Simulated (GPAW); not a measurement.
The system is Al2Au.

```
CELL_PARAMETERS angstrom
0.00000 3.00000 3.00000
3.00000 0.00000 3.00000
3.00000 3.00000 0.00000
ATOMIC_POSITIONS crystal
Au 0.00000 0.00000 0.00000
Al 0.75000 0.75000 0.75000
Al 0.25000 0.25000 0.25000
```

Base run:

```yaml
Program: GPAW 26.7.0
Functional: LDA
Potentials_or_basis: the program's PAW data sets (release 1.2.1) made for this functional
Cutoff: 600 eV
Basis: pw
k_mesh: 8 × 8 × 8
Occupations: fermi-dirac, width 0.05 eV
Spin: no spin polarisation
```

Its results: pressure -2.3 GPa.

Problem. The run is repeated on the same cell with these changes: functional from LDA to PBEsol; potentials or basis from the program's PAW data sets (release 1.2.1) made for this functional to PAW data sets generated in the run's folder for this functional. What comes out?

Solution. Pressure 0.5 GPa.

Caveats: with this Au data set, volumes or pressures lay over 1.5 % or 2 GPa off other programs in two to four cells of ten.
